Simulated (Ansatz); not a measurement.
A run of Ansatz 0.2.0 is set up as follows.

File input.yaml:

```yaml
crystal:
  lattice:
    - [0.0, 3.059, 3.059]
    - [3.059, 0.0, 3.059]
    - [3.059, 3.059, 0.0]
  atoms:
    - { symbol: Sb, position: [0.75, 0.75, 0.75] }
    - { symbol: Ga, position: [0.0, 0.0, 0.0] }
hamiltonian:
  xc: lda
  pseudopotentials: { kind: paw }
kpoints:
  mp_grid: { grid: [8, 8, 8] }
  band_path:
    path:
      - [[0.0, 0.0, 0.0], [0.5, 0.0, 0.5], [0.5, 0.25, 0.75], [0.375, 0.375, 0.75], [0.0, 0.0, 0.0], [0.5, 0.5, 0.5], [0.625, 0.25, 0.625], [0.5, 0.25, 0.75], [0.5, 0.5, 0.5], [0.375, 0.375, 0.75]]
      - [[0.625, 0.25, 0.625], [0.5, 0.0, 0.5]]
    npoints: 14
scf:
  occupations: { method: fermi_dirac, width: 0.05 }
  n_extra_bands: 6
output:
  forces: true
  stress: true
  eigenvalues: true
  fatbands: true
```

Potentials or basis: Ansatz PAW.

Run with:

```console
$ ansatz run input.yaml --threads 2 --pin off --max-ram 5120MiB --backend cpu --events-out ev --progress --plain --runs-dir out
```

Problem. What does it give for the band gap on the k mesh?

Solution. None (metal or under the smearing width).

Problem. What does it give for the pressure?

Solution. -1.7 GPa.

Levels at the corners of the path, in eV from the Fermi level:
| point | band 12 | band 13 | band 14 | band 15 | band 16 | band 17 |
| --- | --- | --- | --- | --- | --- | --- |
| Γ | -0.22 | -0.04 | -0.04 | -0.04 | 2.74 | 2.74 |
| X | -6.88 | -2.60 | -2.60 | 0.80 | 1.13 | 8.59 |
| W | -6.75 | -3.39 | -3.17 | 3.58 | 4.23 | 4.30 |
| K | -6.70 | -3.65 | -2.22 | 1.30 | 3.78 | 6.48 |
| Γ | -0.22 | -0.04 | -0.04 | -0.04 | 2.74 | 2.74 |
| L | -6.44 | -1.19 | -1.19 | 0.24 | 3.71 | 3.71 |
| U | -6.70 | -3.65 | -2.22 | 1.30 | 3.78 | 6.48 |
| W | -6.75 | -3.39 | -3.17 | 3.58 | 4.23 | 4.30 |
| L | -6.44 | -1.19 | -1.19 | 0.24 | 3.71 | 3.71 |
| K | -6.70 | -3.65 | -2.22 | 1.30 | 3.78 | 6.48 |
| U | -6.70 | -3.65 | -2.22 | 1.30 | 3.78 | 6.48 |
| X | -6.88 | -2.60 | -2.60 | 0.80 | 1.13 | 8.59 |

Caveat: spin-orbit coupling is left out, which moves the levels of the heavy elements; the PAW data sets come from PBE, with cores solved anew for the run's functional, which leaves a small shift of forces and pressure; this crystal is a semiconductor, whose small gap the functional closes, so the metal is an error of the method.

**Measured values to compare with.**

From a printed reference work, data compilation, for a bulk crystal of GaSb at 4.2 K: band gap 0.811 eV (direct).

Measured gap of GaSb: 0.811 eV (direct; 4.2 K; a printed reference work, data compilation). This calculation gives 0.00 eV (-0.81 eV). Spin-orbit coupling on Ga, Sb is left out. The value is that of LDA on a finite k mesh, which can miss the band edges, without temperature or zero-point motion. Semilocal functionals fall short of measured gaps as a rule.
